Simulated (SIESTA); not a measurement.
Crystal: BP.

```
P B
1.0
     0.00000    2.26900    2.26900
     2.26900    0.00000    2.26900
     2.26900    2.26900    0.00000
P B
1 1
Direct
  0.75000 0.75000 0.75000
  0.00000 0.00000 0.00000
```

Base run:

```yaml
Program: SIESTA 5.4.2
Functional: vdW-DF-cx
Potentials_or_basis: PseudoDojo 0.4 standard (PBE files)
Basis: DZP (energy shift 0.003 Ry)
Grid_cutoff: 500 Ry
Energy_shift: 0.003 Ry
k_mesh: 10 × 10 × 10
Occupations: fermi-dirac, width 0.05 eV
Spin: no spin polarisation
```

Its results: band gap on the k mesh 1.25 eV, indirect (least direct gap 3.43 eV); pressure 3.3 GPa.

**Question.** After a change of settings the same cell gave: band gap on the k mesh 1.54 eV, indirect (least direct gap 3.59 eV); pressure 10.8 GPa. Which change was it?
A. functional from vdW-DF-cx to PBEsol; potentials or basis from PseudoDojo 0.4 standard (PBE files) to PseudoDojo 0.4 standard (PBEsol files)
B. functional from vdW-DF-cx to BLYP
C. functional from vdW-DF-cx to AM05; potentials or basis from PseudoDojo 0.4 standard (PBE files) to PseudoDojo 0.4 standard (PBEsol files)
D. functional from vdW-DF-cx to LDA; potentials or basis from PseudoDojo 0.4 standard (PBE files) to PseudoDojo 0.4 standard (LDA files)

**Answer.** B.

Caveats: the potentials were made for another functional, which shifts forces and pressure; the basis of atomic orbitals isn't converged, which shifts pressures, moduli and gaps.
